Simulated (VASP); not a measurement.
A run of VASP 6.6.1:

File INCAR:

```
  PREC = Accurate
  ENCUT = 600
  EDIFF = 1E-7
  ISMEAR = 0
  SIGMA = 0.1
  LREAL = False
  LASPH = True
  NELM = 60
  ALGO = Normal
  ISIF = 3
  LWAVE = False
  LCHARG = False
  GGA = PS
  IBRION = 2
  NSW = 90
  EDIFFG = -0.005
```

KPOINTS

```
Automatic mesh
0
Gamma
  18 18 18
```

POSCAR

```
Al
1.0
   -1.6070005800      1.6070005800      1.6070005800
    1.6070005800     -1.6070005800      1.6070005800
    1.6070005800      1.6070005800     -1.6070005800
Al
1
Direct
    0.0000000000      0.0000000000      0.0000000000
```

Potentials or basis: VASP PAW PBE potentials, release 64 (Al).

Launch:

```bash
$ cat potpaw_PBE.64/Al/POTCAR > POTCAR
$ mpirun -np 1 vasp_std > vasp.out
```

Hardware: 1 thread of Intel(R) Xeon(R) 6975P-C (Granite Rapids), with other jobs on the host.

How long does it take, and how much memory?

Wall time 4.8 s on 1 thread of Intel(R) Xeon(R) 6975P-C (Granite Rapids), on a shared host, peak memory 0.14 GiB. Counts: scf iterations 11, k points 195, ion steps 1.
